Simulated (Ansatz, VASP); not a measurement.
**AgCl: VASP beside Ansatz**

```xyz
2
Lattice="0.0000 2.8281 2.9945 2.8281 0.0000 2.9945 2.8281 2.8281 0.0000" Properties=species:S:1:pos:R:3 pbc="T T T"
Ag    2.8281    2.8281    3.2645
Cl    0.0000    0.0000   -0.2700
```

Alike in both runs: task single point; functional PBE; k mesh 8 × 8 × 8; occupations gaussian, width 0.02 eV; no spin polarisation.

|  | VASP | Ansatz |
| --- | --- | --- |
| version | VASP 6.6.1 | Ansatz 0.2.0 |
| potentials or method | VASP PAW PBE potentials, release 64 (Ag, Cl) | scalar-relativistic, plane waves, PAW |
| plane-wave cutoff (eV) | 520 | 420 |
| valence electrons in the cell | 18 | 26 |

```csv
,VASP,Ansatz,Ansatz less VASP
gap on the k mesh at the Fermi level (eV),1.21,1.22,+0.003
least direct gap on the mesh (eV),1.52,1.52,+0.004
pressure (GPa),-0.2,0.0,+0.11
largest component of the traceless stress (GPa),4.05,4.06,+0.010
rms of the force components (eV/Å),0.313,0.315,+0.0028
```

Atom by atom the forces differ by 0.003 eV/Å (rms over components). The functional is the same, so the differences come from potentials, cutoffs and numerics. The two sets of potentials don't hold the same shells in valence.

A k mesh can miss the band edges.
